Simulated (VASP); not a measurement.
# SnO (Romarchite) (P4/nmm) in VASP: settings compared

Aim: see how the results for SnO (Romarchite) move with the level of theory and the settings. Levels: PBE+D3(BJ), HSE06. Tasks: relaxation of cell and atoms.

Everything below comes from runs of VASP 6.6.1. Logs are shortened: lines on timing, memory, paths and dates and some standing lists are left out, and cuts for length are marked.

## Step 1: The crystal as given

It takes space group P4/nmm (No. 129, tetragonal). Conventional cell: a = 3.799 Å, b = 3.799 Å, c = 4.841 Å, α = 90.00°, β = 90.00°, γ = 90.00°. Sn (site symmetry 4mm) is surrounded by 4 O at 2.22 Å. O (site symmetry -4m2) has 4 Sn at 2.22 Å as nearest neighbours.

## Step 2: Relaxation of cell and atoms, PBE+D3(BJ)

Contents of INCAR:

```
SYSTEM = SnO
  PREC = Accurate
  ENCUT = 600
  EDIFF = 1E-6
  ISMEAR = 0
  SIGMA = 0.03
  LREAL = .False.
  LASPH = .True.
  NELM = 80
  ALGO = Normal
  ISIF = 3
  LWAVE = .False.
  LCHARG = .False.
  GGA = PE
  IVDW = 12
  IBRION = 2
  NSW = 90
  EDIFFG = -0.01
  KPAR = 4
```

Contents of KPOINTS:

```
regular mesh
0
Gamma
  8 8 6
  0 0 0
```

Contents of POSCAR:

```
SnO
1.0
    3.7986000000      0.0000000000      0.0000000000
    0.0000000000      3.7986000000      0.0000000000
    0.0000000000      0.0000000000      4.8408000000
Sn O
2 2
Direct
    0.5000000000      0.0000000000      0.2369000000
    0.0000000000      0.5000000000      0.7631000000
    0.0000000000      0.0000000000      0.0000000000
    0.5000000000      0.5000000000      0.0000000000
```

Potentials or basis: VASP PAW PBE potentials, release 64 (Sn_d, O).

The run is started by

```
> cat potpaw_PBE.64/Sn_d/POTCAR potpaw_PBE.64/O/POTCAR > POTCAR
> mpirun -np 4 vasp_std > vasp.out
```

OUTCAR:

```text
SYSTEM = SnO
   PREC = Accurate
   ENCUT = 600
   EDIFF = 1E-6
   ISMEAR = 0
   LREAL = .False.
   LASPH = .True.
   NELM = 80
   ISIF = 3
   GGA = PE
   IVDW = 12
   IBRION = 2
   NSW = 90
   EDIFFG = -0.01
 IVDW          = 12

 ion  position               nearest neighbor table
   1  0.500  0.000  0.237-   3 2.22   4 2.22   4 2.22   3 2.22   2 3.53   2 3.53   2 3.53   2 3.53
                             2 3.70   2 3.70   2 3.70   2 3.70
   2  0.000  0.500  0.763-   3 2.22   4 2.22   3 2.22   4 2.22   1 3.53   1 3.53   1 3.53   1 3.53
                             1 3.70   1 3.70   1 3.70   1 3.70
   3  0.000  0.000  0.000-   1 2.22   2 2.22   2 2.22   1 2.22
   4  0.500  0.500  0.000-   1 2.22   2 2.22   1 2.22   2 2.22

  LATTYP: Found a simple tetragonal cell.
 ALAT       =     3.7986000000
 C/A-ratio  =     1.2743642395

  Lattice vectors:

 A1 = (   3.7986000000,   0.0000000000,   0.0000000000)
 A2 = (   0.0000000000,   3.7986000000,   0.0000000000)
 A3 = (   0.0000000000,   0.0000000000,   4.8408000000)

Analysis of symmetry for initial positions (statically):
=====================================================================
 Subroutine PRICEL returns:
 Original cell was already a primitive cell.

 Routine SETGRP: Setting up the symmetry group for a
 simple tetragonal supercell.

 Subroutine GETGRP returns: Found 16 space group operations
 (whereof  8 operations were pure point group operations)
 out of a pool of 16 trial point group operations.

The static configuration has the point symmetry D_2d.
 The point group associated with its full space group is D_4h.

Analysis of symmetry for dynamics (positions and initial velocities):
=====================================================================
 Subroutine PRICEL returns:
 Original cell was already a primitive cell.

 Routine SETGRP: Setting up the symmetry group for a
 simple tetragonal supercell.

 Subroutine GETGRP returns: Found 16 space group operations
 (whereof  8 operations were pure point group operations)
 out of a pool of 16 trial point group operations.

The dynamic configuration has the point symmetry D_2d.
 The point group associated with its full space group is D_4h.

 Subroutine INISYM returns: Found 16 space group operations
 (whereof  8 operations are pure point group operations),
 and found     1 'primitive' translations

----------------------------------------------------------------------------------------

                                     Primitive cell

  volume of cell :      69.8497

  direct lattice vectors                    reciprocal lattice vectors
     3.798600000  0.000000000  0.000000000     0.263254883  0.000000000  0.000000000
     0.000000000  3.798600000  0.000000000     0.000000000  0.263254883  0.000000000
     0.000000000  0.000000000  4.840800000     0.000000000  0.000000000  0.206577425

  length of vectors
     3.798600000  3.798600000  4.840800000     0.263254883  0.263254883  0.206577425

  position of ions in fractional coordinates (direct lattice)
     0.500000000  0.000000000  0.236900000
     0.000000000  0.500000000  0.763100000
     0.000000000  0.000000000  0.000000000
     0.500000000  0.500000000  0.000000000

  ion indices of the primitive-cell ions
   primitive index   ion index
                 1           1
                 2           2
                 3           3
                 4           4

----------------------------------------------------------------------------------------

 KPOINTS: regular mesh

Automatic generation of k-mesh.
 Grid dimensions read from file:
 generate k-points for:    8    8    6

 Generating k-lattice:

  Cartesian coordinates                     Fractional coordinates (reciprocal lattice)
     0.032906860  0.000000000  0.000000000     0.125000000  0.000000000  0.000000000
     0.000000000  0.032906860  0.000000000     0.000000000  0.125000000  0.000000000
     0.000000000  0.000000000  0.034429571     0.000000000  0.000000000  0.166666667

  Length of vectors
     0.032906860  0.032906860  0.034429571

  Shift w.r.t. Gamma in fractional coordinates (k-lattice)
     0.000000000  0.000000000  0.000000000

 Subroutine IBZKPT returns following result:
 ===========================================

 Found     60 irreducible k-points:

 Following reciprocal coordinates:
            Coordinates               Weight
  0.000000  0.000000  0.000000      1.000000
  0.125000  0.000000  0.000000      4.000000
  0.250000  0.000000  0.000000      4.000000
  0.375000  0.000000  0.000000      4.000000
  0.500000  0.000000  0.000000      2.000000
  0.125000  0.125000  0.000000      4.000000
[... 16 lines left out ...]
  0.375000  0.125000  0.166667     16.000000
  0.500000  0.125000  0.166667      8.000000
 [... further k-points ...]
   k-points           NKPTS =     60   k-points in BZ     NKDIM =     60   number of bands    NBANDS=     24
   number of dos      NEDOS =    301   number of ions     NIONS =      4
   total plane-waves  NPLWV =  36000
   dimension x,y,z NGX =    30 NGY =   30 NGZ =   40
   dimension x,y,z NGXF=    60 NGYF=   60 NGZF=   80
   ions per type =               2   2
   NGX,Y,Z   is equivalent  to a cutoff of  13.13, 13.13, 13.74 a.u.
   NGXF,Y,Z  is equivalent  to a cutoff of  26.26, 26.26, 27.47 a.u.
 SYSTEM =  SnO
   PREC   = accura    normal or accurate (medium, high low for compatibility)
   ISTART =      0    job   : 0-new  1-cont  2-samecut
   ICHARG =      2    charge: 1-file 2-atom 10-const
   ISPIN  =      1    spin polarized calculation?
   LNONCOLLINEAR =      F non collinear calculations
   LSORBIT =      F    spin-orbit coupling
   LASPH  =      T    aspherical Exc in radial PAW
   ENCUT  =  600.0 eV  44.10 Ry    6.64 a.u.   7.59  7.59  9.67*2*pi/ulx,y,z
   NELM   =     80;   NELMIN=  2; NELMDL= -5     # of ELM steps
   EDIFF  = 0.1E-05   stopping-criterion for ELM
   LREAL  =      F    real-space projection
   EDIFFG = -.1E-01   stopping-criterion for IOM
   NSW    =     90    number of steps for IOM
   IBRION =      2    ionic relax: 0-MD 1-quasi-New 2-CG
   NFREE  =      1    steps in history (QN), initial steepest desc. (CG)
   ISIF   =      3    stress and relaxation
   ISYM   =      2    0-nonsym 1-usesym 2-fastsym
   POTIM  = 0.5000    time-step for ionic-motion
   TEBEG  =    0.0;   TEEND  =   0.0 temperature during run
   PSTRESS=    0.0 pullay stress
   NELECT =      40.0000    total number of electrons
   NUPDOWN=      -1.0000    fix difference up-down
   EMIN   =  10.00;   EMAX   =-10.00  energy-range for DOS
   EFERMI =   0.00;   METHOD = LEGACY
   ISMEAR =     0;   SIGMA  =   0.03  broadening in eV -4-tet -1-fermi 0-gaus
   EFERMI_NEDOS =   21; number of points for ismear=-14 and -15
   IALGO  =     38    algorithm
   IMIX   =      4    mixing-type and parameters
     AMIX     =   0.40;   BMIX     =  1.00
     AMIX_MAG =   1.60;   BMIX_MAG =  1.00
  volume/ion in A,a.u.               =      17.46       117.84
  Fermi-wavevector in a.u.,A,eV,Ry     =   1.359482  2.569048 25.146163  1.848191
  Thomas-Fermi vector in A             =   2.486226
   LORBIT       =      0    0 simple, 1 ext, 2 COOP (PROOUT), +10 PAW based schemes
   GGA     = PE    functional components
   LHFCALC =     F    Hartree Fock is set to
   AEXX    =    0.0000 exact exchange contribution
   IVDW    =    12    specifies the selected vdW correction
   LEPSILON=     F    determine dielectric tensor
   LRPA    =     F    only Hartree local field effects (RPA)
 conjugate gradient relaxation of ions
 non-spin polarized calculation
 Gauss-broadening in eV      SIGMA  =   0.03
  energy-cutoff  :      600.00
  volume of cell :       69.85
 maximum number of plane-waves:      2354
   NGX = 15   NGY = 15   NGZ = 19

--------------------------------------- Ionic step        1  -------------------------------------------

 number of electron      40.0000023 magnetization

 Free energy of the ion-electron system (eV)
  ---------------------------------------------------
  ext. energy  EPLUGINS =         0.00000000
  ---------------------------------------------------
  free energy    TOTEN  =       -22.66411998 eV

  energy without entropy =      -22.66407354  energy(sigma->0) =      -22.66409676

------------------------ aborting loop because EDIFF is reached ----------------------------------------

 Edisp (eV)   -0.94143

 E8    (eV) :    -0.4083

  FORCE on cell =-STRESS in cart. coord.  units (eV):
  Direction    XX          YY          ZZ          XY          YZ          ZX
  --------------------------------------------------------------------------------------
  -------------------------------------------------------------------------------------
  Total       1.41068     1.41068     0.90503     0.00000     0.00000     0.00000
  in kB      32.35754    32.35754    20.75906     0.00000     0.00000     0.00000
  external pressure =       28.49 kB  Pullay stress =        0.00 kB
[... 103 lines left out ...]
  FREE ENERGIE OF THE ION-ELECTRON SYSTEM (eV)
  ---------------------------------------------------
  free  energy   TOTEN  =       -23.6277497706 eV

  energy  without entropy=      -23.6277091808  energy(sigma->0) =      -23.62772948

[... ionic steps 4 to 12 ...]

--------------------------------------- Ionic step       13  -------------------------------------------

 number of electron      40.0000017 magnetization

------------------------ aborting loop because EDIFF is reached ----------------------------------------

 Edisp (eV)   -0.94691

 E8    (eV) :    -0.4109
[... 73 lines left out ...]
  energy  without entropy=      -23.6333266554  energy(sigma->0) =      -23.63343515

--------------------------------------- Ionic step       15  -------------------------------------------

 number of electron      40.0000017 magnetization

 Free energy of the ion-electron system (eV)
  ---------------------------------------------------
  ext. energy  EPLUGINS =         0.00000000
  ---------------------------------------------------
  free energy    TOTEN  =       -22.68688920 eV

  energy without entropy =      -22.68667063  energy(sigma->0) =      -22.68677992

 E-fermi :   7.1662     XC(G=0): -10.3242

 val. band max:        7.1569455518   @ k =   0.1250   0.0000   0.0000
 cond. band min:       7.1726661448   @ k =   0.0000   0.0000   0.0000
 fundamental gap:      0.0157205930
 Fermi energy:         7.1662074807

 k-point     1 :       0.0000    0.0000    0.0000
  band No.  band energies     occupation
      1     -14.7562      2.00000
      2     -14.3706      2.00000
      3     -14.3706      2.00000
      4     -14.3592      2.00000
      5     -14.3310      2.00000
      6     -14.3233      2.00000
[... 637 lines left out ...]
     23      12.1445      0.00000
     24      12.1445      0.00000

 [... further k-points ...]

------------------------ aborting loop because EDIFF is reached ----------------------------------------

 Edisp (eV)   -0.94668

 E8    (eV) :    -0.4108

  FORCE on cell =-STRESS in cart. coord.  units (eV):
  Direction    XX          YY          ZZ          XY          YZ          ZX
  --------------------------------------------------------------------------------------
  -------------------------------------------------------------------------------------
  Total      -0.01917    -0.01917     0.01802     0.00000     0.00000     0.00000
  in kB      -0.44167    -0.44167     0.41516     0.00000     0.00000     0.00000
  external pressure =       -0.16 kB  Pullay stress =        0.00 kB
[... 19 lines left out ...]
  FREE ENERGIE OF THE ION-ELECTRON SYSTEM (eV)
  ---------------------------------------------------
  free  energy   TOTEN  =       -23.6335642335 eV

  energy  without entropy=      -23.6333456566  energy(sigma->0) =      -23.63345495

 reached required accuracy - stopping structural energy minimisation
```

It took 7 min on 4 MPI ranks of AMD EPYC 7R13 (Zen 3), shared host; peak memory 0.25 GiB.

What came out:

```yaml
Free_energy: -23.6336 eV
Relaxed_volume: 17.39 Å³/atom
Relaxed_cell: a = 3.835 Å, b = 3.835 Å, c = 4.728 Å, α = 90.00°, β = 90.00°, γ = 90.00°
Space_group_after_relaxing_to_0.05_Å: P4/nmm (No. 129)
Energy_gained_by_relaxing: 7.0 meV/atom
Ionic_steps: 15
Pressure_after_relaxing: 0.0 GPa
Largest_force_after_relaxing: 0.004 eV/Å
Band_gap_on_the_k_mesh: none (metal or under the smearing width)
Dispersion_energy_per_atom: -0.237 eV
```

Forces on the atoms (eV/Å):
```
Sn   0.000  0.000 -0.004
Sn   0.000  0.000  0.004
O    0.000  0.000  0.000
O    0.000  0.000  0.000
```

Stress tensor (GPa, compression positive):
```
-0.04  0.00  0.00
 0.00 -0.04  0.00
 0.00  0.00  0.04
```

The path:
```csv
step,energy change (eV),largest force (eV/Å),pressure (GPa),volume (Å³)
1,0.0000,0.5986,2.85,69.85
2,0.0007,0.5050,-2.93,73.04
3,-0.0222,0.0328,-0.21,71.39
4,-0.0222,0.0443,-0.09,71.36
5,-0.0234,0.0545,-0.12,71.24
6,-0.0256,0.0856,-0.12,70.88
7,-0.0239,0.1446,-0.08,70.13
8,-0.0259,0.1072,-0.12,70.66
9,-0.0269,0.0494,-0.19,70.42
10,-0.0275,0.0452,-0.41,69.97
11,-0.0279,0.0041,0.09,69.37
12,-0.0280,0.0122,-0.01,69.50
13,-0.0280,0.0142,-0.05,69.53
14,-0.0280,0.0153,-0.02,69.52
15,-0.0280,0.0041,-0.02,69.55
```

Final structure:
```xyz
4
Lattice="3.8354 0.0000 0.0000 0.0000 3.8354 0.0000 0.0000 0.0000 4.7280" Properties=species:S:1:pos:R:3 pbc="T T T"
Sn    1.9177    0.0000    1.1629
Sn    0.0000    1.9177    3.5651
O     0.0000    0.0000    4.7280
O     1.9177    1.9177    0.0000
```

Caveat: pairwise dispersion overbinds metals, which lowers pressure and volume.

## Step 3: Relaxation of cell and atoms, PBE+D3(BJ)

This run uses another cell than the first one, of 17.39 Å³/atom, 0.996 times its volume.

Changes to INCAR since step 2:

```diff
@@ -3,3 +3,3 @@
   ENCUT = 600
-  EDIFF = 1E-6
+  EDIFF = 1E-7
   ISMEAR = 0
@@ -17,3 +17,3 @@
   NSW = 90
-  EDIFFG = -0.01
+  EDIFFG = -0.005
   KPAR = 4
```

KPOINTS is that of step 2.

Contents of POSCAR:

```
SnO                                     
1.0
    3.8353843716      0.0000000000      0.0000000000
    0.0000000000      3.8353843716      0.0000000000
    0.0000000000      0.0000000000      4.7280492592
  Sn              O             
     2     2
Direct
     0.5000000000000000    0.0000000000000000    0.2459635578495514
     0.0000000000000000    0.5000000000000000    0.7540364421504486
     0.0000000000000000    0.0000000000000000    1.0000000000000000
     0.5000000000000000    0.5000000000000000    0.0000000000000000
```

Potentials or basis: VASP PAW PBE potentials, release 64 (Sn_d, O).

The run is started by

```
> cat potpaw_PBE.64/Sn_d/POTCAR potpaw_PBE.64/O/POTCAR > POTCAR
> mpirun -np 4 vasp_std > vasp.out
```

OUTCAR:

```text
SYSTEM = SnO
   PREC = Accurate
   ENCUT = 600
   EDIFF = 1E-7
   ISMEAR = 0
   LREAL = .False.
   LASPH = .True.
   NELM = 80
   ISIF = 3
   GGA = PE
   IVDW = 12
   IBRION = 2
   NSW = 90
   EDIFFG = -0.005
 IVDW          = 12

 ion  position               nearest neighbor table
   1  0.500  0.000  0.246-   3 2.24   4 2.24   4 2.24   3 2.24   2 3.57   2 3.57   2 3.57   2 3.57
                             2 3.62   2 3.62   2 3.62   2 3.62
[... 863 lines left out ...]
  --------------------------------------------------------------------------------------
  -------------------------------------------------------------------------------------
  Total      -0.01962    -0.01962     0.01731     0.00000     0.00000     0.00000
  in kB      -0.45204    -0.45204     0.39882     0.00000     0.00000     0.00000
  external pressure =       -0.17 kB  Pullay stress =        0.00 kB

 VOLUME and BASIS-vectors are now :
 -----------------------------------------------------------------------------
  energy-cutoff  :      600.00
  volume of cell :       69.55
      direct lattice vectors                 reciprocal lattice vectors
     3.835384372  0.000000000  0.000000000     0.260730061  0.000000000  0.000000000
     0.000000000  3.835384372  0.000000000     0.000000000  0.260730061  0.000000000
     0.000000000  0.000000000  4.728049259     0.000000000  0.000000000  0.211503719

 POSITION                                       TOTAL-FORCE (eV/Angst)
 -----------------------------------------------------------------------------------
      1.91769      0.00000      1.16293        -0.000000     -0.000000     -0.004794
      0.00000      1.91769      3.56512         0.000000     -0.000000      0.004794
      0.00000      0.00000      0.00000         0.000000     -0.000000      0.000000
      1.91769      1.91769      0.00000         0.000000      0.000000      0.000000
 -----------------------------------------------------------------------------------
    total drift:                                0.000000     -0.000000     -0.000000

  FREE ENERGIE OF THE ION-ELECTRON SYSTEM (eV)
  ---------------------------------------------------
  free  energy   TOTEN  =       -23.6332266829 eV

  energy  without entropy=      -23.6330080589  energy(sigma->0) =      -23.63311737

 reached required accuracy - stopping structural energy minimisation
```

CONTCAR:

```text
SnO
   1.00000000000000
     3.8353843716000000    0.0000000000000000    0.0000000000000000
     0.0000000000000000    3.8353843716000000    0.0000000000000000
     0.0000000000000000    0.0000000000000000    4.7280492591999996
  Sn              O
     2     2
Direct
     0.5000000000000000    0.0000000000000000    0.2459635578495494
     0.0000000000000000    0.5000000000000000    0.7540364421504506
     0.0000000000000000    0.0000000000000000    0.0000000000000000
     0.5000000000000000    0.5000000000000000    0.0000000000000000

  0.00000000E+00  0.00000000E+00  0.00000000E+00
  0.00000000E+00  0.00000000E+00  0.00000000E+00
  0.00000000E+00  0.00000000E+00  0.00000000E+00
  0.00000000E+00  0.00000000E+00  0.00000000E+00
```

Run time: 66 s. Hardware: 4 MPI ranks of AMD EPYC 7R13 (Zen 3), shared host; peak memory 0.25 GiB.

Results:

```
Free energy                  : -23.6332 eV
Pressure after relaxing      : 0.0 GPa
Largest force after relaxing : 0.005 eV/Å
Band gap on the k mesh       : none (metal or under the smearing width)
Dispersion energy per atom   : -0.237 eV
```

Forces on the atoms (eV/Å):
```
Sn   0.000  0.000 -0.005
Sn   0.000  0.000  0.005
O    0.000  0.000  0.000
O    0.000  0.000  0.000
```

Final structure:
```cif
data_structure
_symmetry_space_group_name_H-M 'P 1'
_symmetry_Int_Tables_number 1
_cell_length_a 3.8354
_cell_length_b 3.8354
_cell_length_c 4.7280
_cell_angle_alpha 90.000
_cell_angle_beta 90.000
_cell_angle_gamma 90.000
_cell_volume 69.55
loop_
_atom_site_label
_atom_site_type_symbol
_atom_site_fract_x
_atom_site_fract_y
_atom_site_fract_z
_atom_site_occupancy
Sn1 Sn 0.50000 0.00000 0.24596 1
Sn2 Sn 0.00000 0.50000 0.75404 1
O1 O 0.00000 0.00000 0.00000 1
O2 O 0.50000 0.50000 0.00000 1
```

Levels at points of the mesh, in eV from the Fermi level:
| k point | band 17 | band 18 | band 19 | band 20 | band 21 | band 22 | band 23 | band 24 |
| --- | --- | --- | --- | --- | --- | --- | --- | --- |
| (0.00, 0.00, 0.00) | -3.33 | -3.03 | -3.03 | 0.01 | 2.21 | 4.48 | 4.48 | 4.80 |
| (0.50, 0.00, 0.00) | -4.67 | -4.67 | -2.69 | -2.69 | 3.33 | 3.33 | 5.78 | 5.78 |
| (0.50, 0.50, 0.00) | -2.38 | -2.38 | -1.86 | -1.86 | -0.06 | -0.06 | 4.56 | 4.56 |
| (0.00, 0.00, 0.50) | -3.04 | -3.04 | -2.94 | -2.08 | 1.75 | 2.77 | 2.77 | 3.54 |
| (0.50, 0.00, 0.50) | -4.62 | -4.62 | -1.67 | -1.67 | 2.74 | 2.74 | 5.24 | 5.24 |
| (0.50, 0.50, 0.50) | -2.77 | -2.77 | -2.38 | -2.38 | 2.32 | 2.32 | 4.30 | 4.30 |

Caveat: the relaxation stopped at its first step, so nothing moved; pairwise dispersion overbinds metals, which lowers pressure and volume.

(Part 1 of 2 ends here.)
